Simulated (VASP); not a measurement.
Li: single point with PBE

Li:

```
Li
1.0
     3.11100    0.00000    0.00000
    -1.55550    2.69421    0.00000
     0.00000    0.00000    5.09300
Li
2
Direct
  0.33333 0.66667 0.25000
  0.66667 0.33333 0.75000
```

This isn't the form of Li at room conditions, which is bcc.

| Item | Value |
| --- | --- |
| Program | VASP 6.6.1 |
| Task | single point |
| Functional | PBE |
| Potentials or basis | VASP PAW PBE potentials, release 64 (Li_sv) |
| Cutoff | 520 eV |
| k mesh | 6 × 6 × 4 |
| Occupations | gaussian, width 0.1 eV |
| Spin | no spin polarisation |
| Dipole correction | no |
| Further INCAR settings | ALGO = Fast; EDIFF = 1e-07; NBANDS = 10 |

- Band gap on the k mesh: none (metal or under the smearing width)

Levels at points of the mesh, in eV from the Fermi level:
```
           k point  band 1  band 2  band 3  band 4  band 5  band 6  band 7  band 8
(0.00, 0.00, 0.00)  -46.50  -46.49   -3.38    0.11    2.85   12.15   12.15   13.50
(0.50, 0.00, 0.00)  -46.49  -46.49    0.04    1.10    4.65    5.77    6.09    7.68
(0.00, 0.00, 0.50)  -46.50  -46.50   -2.29   -2.29    7.76    7.76   13.02   13.02
(0.50, 0.00, 0.50)  -46.49  -46.49    0.79    0.79    3.45    3.45    9.61    9.61
```

Wall time 10 s on 1 thread of Intel(R) Xeon(R) Platinum 8559C (Emerald Rapids), on a shared host, peak memory 0.14 GiB.

Caveat: the k mesh is coarse (spacing up to 0.39 Å⁻¹), so the values aren't converged.
